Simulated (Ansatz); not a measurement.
## Point defect: Hf vacancy in HfO2

The calculation used Ansatz 0.2.0, DFT PBE, scalar-relativistic, plane waves, PAW. Settings: 420 eV cutoff, 2×2×2 k-mesh, shifted by half a step, Gaussian smearing of 0.01 eV, collinear spin.

Host crystal, relaxed:

```cif
data_structure
_symmetry_space_group_name_H-M 'P 1'
_symmetry_Int_Tables_number 1
_cell_length_a 5.1609
_cell_length_b 5.2122
_cell_length_c 5.3518
_cell_angle_alpha 90.000
_cell_angle_beta 99.666
_cell_angle_gamma 90.000
_cell_volume 141.92
loop_
_atom_site_label
_atom_site_type_symbol
_atom_site_fract_x
_atom_site_fract_y
_atom_site_fract_z
_atom_site_occupancy
Hf1 Hf 0.27573 0.45707 0.70837 1
Hf2 Hf 0.72427 0.95707 0.79163 1
Hf3 Hf 0.72427 0.54293 0.29163 1
Hf4 Hf 0.27573 0.04293 0.20837 1
O1 O 0.44918 0.74278 0.97666 1
O2 O 0.55082 0.24278 0.52334 1
O3 O 0.55082 0.25722 0.02334 1
O4 O 0.44918 0.75722 0.47666 1
O5 O 0.06713 0.32867 0.34840 1
O6 O 0.93287 0.82867 0.15160 1
O7 O 0.93287 0.67133 0.65160 1
O8 O 0.06713 0.17133 0.84840 1
```

Supercell of 24 atoms, rows in host cell vectors: 1 0 1; -1 1 0; -1 -1 0. Atoms relax at the host's cell from a start displaced at random by 0.05 Å near the defect, so other minima may exist. The cell is small, so energies carry finite-size errors of tenths of an eV. The host's Kohn–Sham gap is 4.04 eV. Atoms are taken from and returned to the elements' standard states.

Spin-orbit coupling is left out, which matters for the bands and energies of heavy elements.

Defect: Hf vacancy at (0.276, 0.457, 0.708) of the host cell.

Q: What is the formation energy of the neutral defect?

A: 16.10 eV.

Q: Does the neutral defect carry a moment, and how do its surroundings relax?

A: It changes the cell's moment by 4.00 μB. The nearest neighbours before are 1 O at 2.05 Å, 1 O at 2.07 Å, 1 O at 2.15 Å, 1 O at 2.16 Å, 1 O at 2.17 Å, 2 O at 2.27 Å; after relaxation the atoms near the site are 1 O at 2.23 Å, 1 O at 2.33 Å, 2 O at 2.35 Å, 1 O at 2.37 Å, 1 O at 2.42 Å, 1 O at 2.43 Å; the largest move is 0.34 Å.

Cost: 2 runs of about 26 core-minutes in all, on Intel Xeon Platinum 8259CL (Skylake/Cascade Lake) (shared hosts).